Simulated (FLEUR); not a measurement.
Er under changes of volume

One of the cells (30.642 Å³/atom); the others are scaled copies at fixed shape and fractional positions:

```xyz
2
Lattice="3.5588 0.0000 0.0000 -1.7794 3.0820 0.0000 0.0000 0.0000 5.5874" Properties=species:S:1:pos:R:3 pbc="T T T"
Er    1.7794    1.0273    4.1905
Er    0.0000    2.0547    1.3968
```

| Quantity | Value |
| --- | --- |
| Program | FLEUR MaX-R8.1 (later development tree) |
| Functional | PBE |
| Potentials or basis | all-electron |
| Basis | FLAPW |
| Kmax | 4.1 1/bohr |
| k mesh | 9 × 9 × 5 |
| Occupations | fermi-dirac, width 0.05 eV |
| Spin | collinear spin, ferromagnetic start |
| Starting moments | [3.0, 3.0] μB |

```tsv
volume (Å³/atom)	energy over the lowest point (meV/atom)	moment (μB per cell)
28.804	?	?
29.416	30.58	4.50
30.029	20.42	4.48
30.642	12.41	4.46
31.255	6.48	4.43
31.868	2.37	4.41
32.481	0.00	4.39
```

Question: What does the run at 28.804 Å³/atom give?

Answer: Energy over the lowest point 43.25 meV/atom; moment 4.52 μB per cell.

Worked out: A Birch-Murnaghan fit of order 3 (a polynomial in V^(-2/3)) to the other rows has its minimum at 33.11 Å³/atom, just outside them, with B0 = V·E''(V) = 21 GPa and B' = 3.3 at fixed shape and positions, which overstates the stiffness. It gives 43.11 meV/atom at 28.804 Å³/atom, against the run's 43.25. A straight line through the other rows of the moment, of slope -0.0368 μB per Å³/atom, extrapolates to 4.52 μB, against the run's 4.52.

Energies are extrapolated to zero smearing.

Caveats: the magnetic or orbital state may not be the lowest.
